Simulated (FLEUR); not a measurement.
Crystal: GaN.

```
Ga N
1.0
     0.00000    2.25350    2.25350
     2.25350    0.00000    2.25350
     2.25350    2.25350    0.00000
Ga N
1 1
Direct
  0.00000 0.00000 0.00000
  0.25000 0.25000 0.25000
```

The cell is a database's computed one.

Base run:

- Program: FLEUR MaX-R8.1 (later development tree)
- Functional: r2SCAN
- Potentials or basis: all-electron
- Basis: FLAPW
- Kmax: 5.05 1/bohr
- k mesh: 10 × 10 × 10
- Occupations: fermi-dirac, width 0.05 eV
- Spin: no spin polarisation

Its results: band gap on the k mesh 2.15 eV, direct.

Task: The run is repeated on the same cell with these changes: functional from r2SCAN to LDA. What comes out?

Result: Band gap on the k mesh 1.74 eV, direct.

r2SCAN gives the wider gap, since meta-GGAs in the generalised Kohn-Sham scheme recover part of the derivative discontinuity.

Caveats: the meta-GGA is that of a development version, with a GGA for the radial functions and cores and without core tails (some runs).
